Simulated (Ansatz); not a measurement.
# Mn3Si (Fm-3m) in Ansatz: notebook

One crystal, Mn3Si, is run at these levels: PBEsol; tasks: single point.

Program: Ansatz 0.2.0. These are calculated values, not measurements. Logs are shortened: lines on timing, memory, paths and dates and some standing lists are left out, and cuts for length are marked.

### 1 The crystal as given

The structure is cubic, space group Fm-3m (No. 225). The conventional cell has a = 5.722 Å, b = 5.722 Å, c = 5.722 Å, α = 90.00°, β = 90.00°, γ = 90.00°. Mn (site symmetry -43m) has 4 Mn at 2.48 Å and 4 Si at 2.48 Å as nearest neighbours. Mn (site symmetry m-3m) has 8 Mn at 2.48 Å as nearest neighbours. Around Si (site symmetry m-3m) lie 8 Mn at 2.48 Å.

### 2 Single point, PBEsol

input.yaml reads:

```yaml
crystal:
  lattice:
    - [0.0, 2.861, 2.861]
    - [2.861, 0.0, 2.861]
    - [2.861, 2.861, 0.0]
  atoms:
    - { symbol: Mn, position: [0.75, 0.75, 0.75] }
    - { symbol: Mn, position: [0.25, 0.25, 0.25] }
    - { symbol: Mn, position: [0.5, 0.5, 0.5] }
    - { symbol: Si, position: [0.0, 0.0, 0.0] }
hamiltonian:
  xc: pbesol
  pseudopotentials: { kind: paw }
kpoints:
  mp_grid: { grid: [8, 8, 8] }
scf:
  occupations: { method: fermi_dirac, width: 0.05 }
output:
  forces: true
  stress: true
  eigenvalues: true
  write_density: true
  write_potential: true
  elf: true
  volumetric_format: npy
```

Potentials or basis: Ansatz PAW.

On the command line:

```
$ ansatz run input.yaml --threads 2 --pin off --max-ram 5632MiB --backend cpu --events-out ev --progress --plain --runs-dir out
```

What it wrote:

```text
Warning: RAYON_NUM_THREADS=2 ignored (pool sized by the plan → 2); use --threads N
Engine: ansatz 0.2.0, x86_64-unknown-linux-gnu
Pseudopotentials: kind: paw
Pseudopotential: Mn, paw, valence charge 15, recommended cutoff 420 eV (normal), Mn.paw.azcp
Pseudopotential: Si, paw, valence charge 4, recommended cutoff 420 eV (normal), Si.paw.azcp
Functional definition: PBEsol
  exchange = pbesol_x
  correlation = pbesol_c
Crystal: 4 atoms, lattice volume = 46.836 Å³
Basis set: ecut = 420 eV, 941 PW (Γ), exchange–correlation on 60×60×60 points (8 copies of the dense FFT grid, shifted against one another)
Bands: 30, of which v1, the nominal top of the filled ones, is band 25 counted from 1 (24 counted from 0)
Symmetry: 48 space group operations
Space group: Fm-3m (ITA 225), of the structure as read, at distance tolerance 3.6e-5 Å
k-points: 29 of 512
Non-local potential: Mn, projectors of the file, l = 0: 3, l = 1: 2, l = 2: 3, l = 3: 1
Non-local potential: Si, projectors of the file, l = 0: 2, l = 1: 2, l = 2: 2
PAW form: soft (Blöchl's): semilocal exchange-correlation on the pseudo side does not see the compensation charge
PAW frozen core: Mn, regenerated for the run's functional, and the local potential with it (the file was generated under x = pbe(κ = 0.804, μ = 0.2195149727645171), c = pbe(β = 0.06672455060314922))
PAW frozen core: Si, regenerated for the run's functional, and the local potential with it (the file was generated under x = pbe(κ = 0.804, μ = 0.2195149727645171), c = pbe(β = 0.06672455060314922))
PAW one-centre angular grid: Mn, 590 points (default); XC on 64 Gauss nodes
PAW one-centre angular grid: Si, 110 points (default); XC on 64 Gauss nodes
Initial density: superposition of atomic densities (neutral atoms: chi_scale 0, normalization atom), corrected by the library's trained network
Initial wavefunctions: pseudopotential atomic-orbital guess
Functional: x = pbesol(κ = 0.804, μ = 0.12345679012345678), c = pbesol(β = 0.046)
SCF iter   1: F=—  HF=-12228.591268 eV  |F-HF|=—  |Δ(HF+E_count)|=         —  Δρ=3.01e-2  dr2=3.95e-1  ethr=1.77e-3  ⟨swp⟩=5.8  Hψ=3291  notcnv=0
preconditioner: auto → Kerker (q_TF=auto, 2.749 Å⁻¹)  [metal: Δε(μ)=0.030 eV  Ē_g=4.010 eV  σ=0.050 eV  W_gap=0.15  n_scr=14 (ndim 8)  ℏωp=27.1 eV  f_vac=0.000  D(μ)=6.33/eV (n_scr^D=112)]
SCF iter   2: F=—  HF=-12228.567847 eV  |F-HF|=—  |Δ(HF+E_count)|=   2.34e-2  Δρ=1.19e-2  dr2=7.11e-2  ethr=8.06e-4  ⟨swp⟩=2.0  Hψ=1215  notcnv=0
SCF iter   3: F=—  HF=-12228.565210 eV  |F-HF|=—  |Δ(HF+E_count)|=   2.64e-3  Δρ=3.00e-3  dr2=4.70e-3  ethr=1.45e-4  ⟨swp⟩=2.0  Hψ=979  notcnv=0
SCF iter   4: F=—  HF=-12228.564965 eV  |F-HF|=—  |Δ(HF+E_count)|=   2.45e-4  Δρ=6.04e-4  dr2=1.03e-4  ethr=9.59e-6  ⟨swp⟩=1.3  Hψ=881  notcnv=0
SCF iter   5: F=—  HF=-12228.564950 eV  |F-HF|=—  |Δ(HF+E_count)|=   1.47e-5  Δρ=6.59e-5  dr2=2.66e-6  ethr=2.11e-7  ⟨swp⟩=2.0  Hψ=1435  notcnv=0
SCF iter   6: F=—  HF=-12228.564954 eV  |F-HF|=—  |Δ(HF+E_count)|=   4.05e-6  Δρ=1.56e-5  dr2=1.46e-7  ethr=5.42e-9  ⟨swp⟩=2.0  Hψ=1540  notcnv=0
SCF iter   7: F=—  HF=-12228.564954 eV  |F-HF|=—  |Δ(HF+E_count)|=   3.90e-8  Δρ=2.05e-5  dr2=1.76e-7  ethr=2.04e-10  ⟨swp⟩=8.7  Hψ=5993  notcnv=0
SCF iter   8: F=-12228.564954 eV  HF=-12228.564954 eV  |F-HF|=1.27e-8  |Δ(HF+E_count)|=   1.53e-8  Δρ=5.52e-6  dr2=1.16e-8  ethr=2.04e-10  ⟨swp⟩=5.3  Hψ=4780  notcnv=0
SCF 1 converged in 8 iterations: F = -12228.564954 eV  dr2 = 1.16e-8
SCF converged after 8 iterations
Free energy (F): -12228.564954 eV
Harris-Foulkes:  -12228.564954 eV  (|F-HF|=1.27e-8)
Internal energy: -12228.505907 eV  (E = F + TS)
E sigma→0 (E₀):  -12228.535431 eV
Entropy (-TS):   -0.059047 eV (-14.762 meV/atom)
Fermi energy:    17.133182 eV
--- Per-component energies (eV) ---
  E_band       = -567.961018
  E_kinetic    = 967.035157
  E_local      = -5733.893346  (includes V_loc(G=0)·N_el)
  E_nonlocal   = 741.721600
  E_hartree    = 2416.289961
  E_xc         = -399.060650
  E_vxc        = -489.846617  (∫ρ·V_xc dr)
  E_paw        = -4302.871687  (= ΣΔE_a)
  E_vpaw       = -885.564905  (= ΣTr[D̂ρ^β])
  E_aug_tail   = -0.000022  (compensation charges beyond the density's cutoff)
  E_ewald      = -5918.267432
  E_core_change = 0.540512  (= ΣΔE_core)
  E_smearing   = -0.059047  (= −TS)
  E_closure    = -0.000000  (closes the sum)
  Σ components = -12228.564954   (vs F -12228.564954, Δ=0.00e0)
--- Forces (eV/Å), atoms counted from 1 ---
  atom   1  Mn    -0.00000000     0.00000000    -0.00000000
  atom   2  Mn    -0.00000000    -0.00000000     0.00000000
  atom   3  Mn     0.00000000     0.00000000     0.00000000
  atom   4  Si    -0.00000000     0.00000000     0.00000000
  max |Σ_I F_I| component: 2.78e-17 eV/Å
--- Stress (GPa, compression-positive) ---
      -25.016509      -0.000000       0.000000
        0.000000     -25.016509       0.000000
        0.000000       0.000000     -25.016509
  P = ⅓ Tr σ = -25.0165 GPa (-250.165 kbar)
--- Band table (eV; the first three rows and the last of 29) ---
  k-point 0: bands = ["-62.1559", "-61.6075", "-61.5909", "-31.0598", "-31.0598", "-31.0598", "-30.5484", "-30.5484", "-30.5484", "-30.4281", "-30.4281", "-30.4281", "6.0444", "13.2756", "13.2756", "13.2756", "13.5185", "13.5185", "15.0226", "15.0226", "15.0226", "17.4391", "17.4391", "17.4391", "17.5799", "17.5799", "18.0932", "18.0932", "20.6157", "21.6026"]
  k-point 1: bands = ["-62.1548", "-61.6076", "-61.5919", "-31.0628", "-31.0628", "-31.0609", "-30.5431", "-30.5431", "-30.5369", "-30.4394", "-30.4304", "-30.4304", "6.2506", "13.0179", "13.1043", "13.1043", "13.8555", "13.8555", "14.9338", "14.9981", "14.9981", "17.1575", "17.2556", "17.2556", "17.5556", "17.5556", "18.0948", "18.0948", "20.5426", "21.5634"]
  k-point 2: bands = ["-62.1522", "-61.6074", "-61.5947", "-31.0698", "-31.0698", "-31.0619", "-30.5300", "-30.5300", "-30.5104", "-30.4674", "-30.4368", "-30.4368", "6.8345", "12.2936", "13.0055", "13.0055", "14.3698", "14.3698", "14.6758", "14.9760", "14.9760", "16.8012", "16.8472", "16.8472", "17.5202", "17.5202", "17.9962", "17.9962", "19.6277", "21.1838"]
  k-point 28: bands = ["-62.1460", "-61.6042", "-61.6042", "-31.1055", "-31.0641", "-31.0641", "-30.5643", "-30.4819", "-30.4671", "-30.4671", "-30.4522", "-30.4522", "8.6820", "11.9139", "11.9139", "13.0281", "14.0347", "14.9392", "14.9392", "15.0620", "15.8258", "15.8258", "16.2555", "16.7955", "16.9996", "17.1939", "17.4972", "17.4972", "18.4178", "18.4178"]
```

Wall time 2.2 s (2 threads of Intel Xeon Platinum 8488C (Sapphire Rapids), shared host); peak memory 0.42 GiB.

What came out:

- Free energy: -12228.5650 eV
- Pressure: -25.0 GPa
- Band gap on the k mesh: none (metal or under the smearing width)

Levels at points of the mesh, in eV from the Fermi level:
```tsv
k point	band 21	band 22	band 23	band 24	band 25	band 26	band 27	band 28
(0.00, 0.00, 0.00)	-2.11	0.31	0.31	0.31	0.45	0.45	0.96	0.96
(0.00, 0.00, -0.50)	-1.77	-0.88	-0.87	-0.87	0.34	0.34	0.53	0.53
(0.00, -0.50, -0.50)	-1.90	-1.20	-0.54	-0.54	0.02	0.28	0.33	0.81
```

Caveat: the PAW data sets come from PBE, with cores solved anew for the run's functional, which leaves a small shift of forces and pressure.

### 3 Single point, PBEsol, collinear spin, ferromagnetic start

input.yaml reads:

```yaml
crystal:
  lattice:
    - [0.0, 2.861, 2.861]
    - [2.861, 0.0, 2.861]
    - [2.861, 2.861, 0.0]
  atoms:
    - { symbol: Mn, position: [0.75, 0.75, 0.75], spin: 4.0 }
    - { symbol: Mn, position: [0.25, 0.25, 0.25], spin: 4.0 }
    - { symbol: Mn, position: [0.5, 0.5, 0.5], spin: 4.0 }
    - { symbol: Si, position: [0.0, 0.0, 0.0] }
hamiltonian:
  xc: pbesol
  pseudopotentials: { kind: paw }
magnetization:
  spin_polarized: true
kpoints:
  mp_grid: { grid: [8, 8, 8] }
scf:
  occupations: { method: fermi_dirac, width: 0.05 }
output:
  forces: true
  stress: true
  eigenvalues: true
```

Potentials or basis: Ansatz PAW.

On the command line:

```
$ ansatz run input.yaml --threads 2 --pin off --max-ram 5632MiB --backend cpu --events-out ev --progress --plain --runs-dir out
```

Run time: 9 s. Hardware: 2 threads of Intel Xeon Platinum 8488C (Sapphire Rapids), shared host; peak memory 0.49 GiB.

It converged, with:

```
Free energy            : -12229.0709 eV
Pressure               : -15.9 GPa
Band gap on the k mesh : none (metal or under the smearing width)
Net moment             : 1.01 μB per cell
Absolute moment        : 4.49 μB per cell
Site moments           : Mn -0.82, +2.56; Si +0.04 μB
```

Levels at points of the mesh, in eV from the Fermi level:
Spin up:
```
             k point  band 23  band 24  band 25  band 26  band 27  band 28
  (0.00, 0.00, 0.00)    -0.10     0.77     0.77     0.77     1.28     1.28
 (0.00, 0.00, -0.50)    -0.47    -0.47    -0.25    -0.25     0.56     0.56
(0.00, -0.50, -0.50)    -0.98    -0.17    -0.17     0.16     0.81     0.86
```
Spin down:
```
             k point  band 22  band 23  band 24  band 25  band 26  band 27
  (0.00, 0.00, 0.00)     0.05     0.05     0.05     0.74     0.74     1.82
 (0.00, 0.00, -0.50)    -1.18    -1.18    -1.17     0.92     0.92     1.49
(0.00, -0.50, -0.50)    -0.82    -0.82    -0.16     0.52     0.69     0.89
```

Caveat: the PAW data sets come from PBE, with cores solved anew for the run's functional, which leaves a small shift of forces and pressure; the starting moments weren't kept.

### 4 Single point, PBEsol, collinear spin, antiferromagnetic start

input.yaml, as its differences from that of step 3:

```diff
@@ -7,3 +7,3 @@
     - { symbol: Mn, position: [0.75, 0.75, 0.75], spin: 4.0 }
-    - { symbol: Mn, position: [0.25, 0.25, 0.25], spin: 4.0 }
+    - { symbol: Mn, position: [0.25, 0.25, 0.25], spin: -4.0 }
     - { symbol: Mn, position: [0.5, 0.5, 0.5], spin: 4.0 }
```

On the command line:

```
$ ansatz run input.yaml --threads 2 --pin off --max-ram 5632MiB --backend cpu --events-out ev --progress --plain --runs-dir out
```

It took 15 s on 2 threads of Intel Xeon Platinum 8488C (Sapphire Rapids), shared host; peak memory 0.51 GiB.

It converged, with:

```yaml
Free_energy: -12229.0709 eV
Pressure: -15.9 GPa
Band_gap_on_the_k_mesh: none (metal or under the smearing width)
Net_moment: 1.01 μB per cell
Absolute_moment: 4.49 μB per cell
Site_moments: Mn -0.82, +2.56; Si +0.04 μB
```

Levels at points of the mesh, in eV from the Fermi level:
Spin up:
```tsv
k point	band 22	band 23	band 24	band 25	band 26	band 27	band 28	band 29
(0.00, 0.00, 0.00)	-0.10	-0.10	0.77	0.77	0.77	1.28	1.28	3.39
(0.00, 0.00, -0.50)	-0.53	-0.47	-0.47	-0.25	-0.25	0.56	0.56	0.81
(0.00, -0.50, -0.50)	-1.64	-0.98	-0.17	-0.17	0.16	0.81	0.86	0.86
```
Spin down:
| k point | band 20 | band 21 | band 22 | band 23 | band 24 | band 25 | band 26 | band 27 | band 28 | band 29 |
| --- | --- | --- | --- | --- | --- | --- | --- | --- | --- | --- |
| (0.00, 0.00, 0.00) | -1.37 | -1.37 | 0.05 | 0.05 | 0.05 | 0.74 | 0.74 | 1.82 | 1.82 | 3.73 |
| (0.00, 0.00, -0.50) | -1.94 | -1.94 | -1.18 | -1.18 | -1.17 | 0.92 | 0.92 | 1.49 | 1.68 | 1.68 |
| (0.00, -0.50, -0.50) | -1.95 | -1.95 | -0.82 | -0.82 | -0.16 | 0.52 | 0.69 | 0.89 | 1.16 | 1.42 |

Caveat: the PAW data sets come from PBE, with cores solved anew for the run's functional, which leaves a small shift of forces and pressure; the starting moments weren't kept.

### 5 Single point, PBEsol, collinear spin, ferrimagnetic start

input.yaml, as its differences from that of step 4:

```diff
@@ -7,3 +7,3 @@
     - { symbol: Mn, position: [0.75, 0.75, 0.75], spin: 4.0 }
-    - { symbol: Mn, position: [0.25, 0.25, 0.25], spin: -4.0 }
+    - { symbol: Mn, position: [0.25, 0.25, 0.25], spin: -2.0 }
     - { symbol: Mn, position: [0.5, 0.5, 0.5], spin: 4.0 }
@@ -23 +23,5 @@
   eigenvalues: true
+  write_density: true
+  write_potential: true
+  elf: true
+  volumetric_format: npy
```

On the command line:

```
$ ansatz run input.yaml --threads 2 --pin off --max-ram 5632MiB --backend cpu --events-out ev --progress --plain --runs-dir out
```

It took 14 s on 2 threads of Intel Xeon Platinum 8488C (Sapphire Rapids), shared host; peak memory 0.51 GiB.

It converged, with:

| Property | Result |
| --- | --- |
| Free energy | -12229.0709 eV |
| Pressure | -15.9 GPa |
| Band gap on the k mesh | none (metal or under the smearing width) |
| Net moment | 1.01 μB per cell |
| Absolute moment | 4.49 μB per cell |
| Site moments | Mn -0.82, +2.56; Si +0.04 μB |

Levels at points of the mesh, in eV from the Fermi level:
Spin up:
```tsv
k point	band 21	band 22	band 23	band 24	band 25	band 26	band 27	band 28	band 29	band 30
(0.00, 0.00, 0.00)	-2.61	-0.10	-0.10	0.77	0.77	0.77	1.28	1.28	3.39	4.73
(0.00, 0.00, -0.50)	-1.55	-0.53	-0.47	-0.47	-0.25	-0.25	0.56	0.56	0.81	4.47
(0.00, -0.50, -0.50)	-2.21	-1.64	-0.98	-0.17	-0.17	0.16	0.81	0.86	0.86	1.23
```
Spin down:
```csv
k point,band 22,band 23,band 24,band 25,band 26,band 27
"(0.00, 0.00, 0.00)",0.05,0.05,0.05,0.74,0.74,1.82
"(0.00, 0.00, -0.50)",-1.18,-1.18,-1.17,0.92,0.92,1.49
"(0.00, -0.50, -0.50)",-0.82,-0.82,-0.16,0.52,0.69,0.89
```

Caveat: the PAW data sets come from PBE, with cores solved anew for the run's functional, which leaves a small shift of forces and pressure; the starting moments weren't kept.

### 6 The runs side by side

| spin | gap on the mesh (eV) | pressure (GPa) | moment (μB) |
| --- | --- | --- | --- |
| off | none | -25.0 | - |
| collinear, ferromagnetic start | none | -15.9 | 1.01 |
| collinear, antiferromagnetic start | none | -15.9 | 1.01 |
| collinear, ferrimagnetic start | none | -15.9 | 1.01 |

Alike in all rows: task single point; level PBEsol; potentials or basis Ansatz PAW; cell as given; k mesh 8 × 8 × 8; cutoff (eV) 420; smearing fermi-dirac 0.05 eV.

Every run on the cell as given and a fine mesh finds a metal.

Caveats: the PAW data sets come from PBE, with cores solved anew for the run's functional, which leaves a small shift of forces and pressure; the starting moments weren't kept (some runs).

Total energies depend on the potentials used, so only differences within one code and one set of settings carry meaning.
